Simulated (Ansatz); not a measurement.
Runs of Ansatz 0.2.0 on Ga. Symmetry: I4/mmm, No. 139, tetragonal system. Conventional cell: a = 2.769 Å, b = 2.769 Å, c = 4.622 Å, α = 90.00°, β = 90.00°, γ = 90.00°. Around Ga (site symmetry 4/mmm) lie 12 Ga at 2.77 to 3.03 Å. This isn't the form of Ga at room conditions, which is orthorhombic.

| task | level | spin | cell | k mesh | points for each segment of the path | gap on the mesh (eV) | pressure (GPa) | relaxed volume (Å³/atom) |
| --- | --- | --- | --- | --- | --- | --- | --- | --- |
| band structure | PBE | SOC, no magnetisation | as given | 10 × 10 × 10 | 14 | none | 3.9 | - |
| band structure | PBEsol | off | as given | 13 × 13 × 13 | 14 | none | -0.3 | - |
| relaxation of cell and atoms | PBE | off | relaxed | 13 × 13 × 13 | - | none | 0.0 | (b) |
| band structure | PBE | off | as given | 13 × 13 × 13 | 14 | none | 3.5 | - |
| band structure | revPBE | off | as given | 13 × 13 × 13 | 14 | none | 5.0 | - |
| relaxation of cell and atoms | PBEsol | off | relaxed | 13 × 13 × 13 | - | none | 0.0 | 17.62 |
| band structure | RPBE | off | as given | 13 × 13 × 13 | 14 | none | (a) | - |
| band structure | LDA | SOC, no magnetisation | as given | 10 × 10 × 10 | 14 | none | -2.0 | - |

Alike in all rows: potentials or basis Ansatz PAW; cutoff (eV) 420; smearing fermi-dirac 0.05 eV.

Fill in the values left out.

(a) 5.5; (b) 18.94.

Caveats: the PAW data sets come from PBE, with cores solved anew for the run's functional, which leaves a small shift of forces and pressure (some runs); the plane-wave basis is chosen anew once the cell has moved, so the energies of steps on either side of that aren't comparable (some runs).

A k mesh can miss the band edges, and rows without SOC leave out spin-orbit coupling on Ga.

A gap of «none» marks a metal or a gap under the smearing width.
